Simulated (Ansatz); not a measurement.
Moving spin-orbit coupling in CsSnI3

```cif
data_structure
_symmetry_space_group_name_H-M 'P 1'
_symmetry_Int_Tables_number 1
_cell_length_a 6.2057
_cell_length_b 6.2057
_cell_length_c 6.2057
_cell_angle_alpha 90.000
_cell_angle_beta 90.000
_cell_angle_gamma 90.000
_cell_volume 238.99
loop_
_atom_site_label
_atom_site_type_symbol
_atom_site_fract_x
_atom_site_fract_y
_atom_site_fract_z
_atom_site_occupancy
Cs1 Cs 0.00000 0.00000 0.00000 1
I1 I 0.50000 0.50000 0.00000 1
I2 I 0.50000 0.00000 0.50000 1
I3 I 0.00000 0.50000 0.50000 1
Sn1 Sn 0.50000 0.50000 0.50000 1
```

The cell comes from a database or a generator and needn't be the form met in nature.

The cell was measured well above room temperature.

Kept alike: task band structure; functional PBE; k mesh 4 × 4 × 4; occupations fermi-dirac, width 0.05 eV. Program: Ansatz, Ansatz PAW, cutoff 420 eV. The mesh is that of the run's cell of 5 atoms.

| spin-orbit coupling | band gap (eV) |
| --- | --- |
| off | 0.307 |
| on | 0.083 |

Gaps are the smaller of the mesh's and the band path's.

The band gap runs from 0.083 (on) to 0.307 eV (off). Spin-orbit coupling splits p and d bands at the edges, and the more so the heavier the atoms.
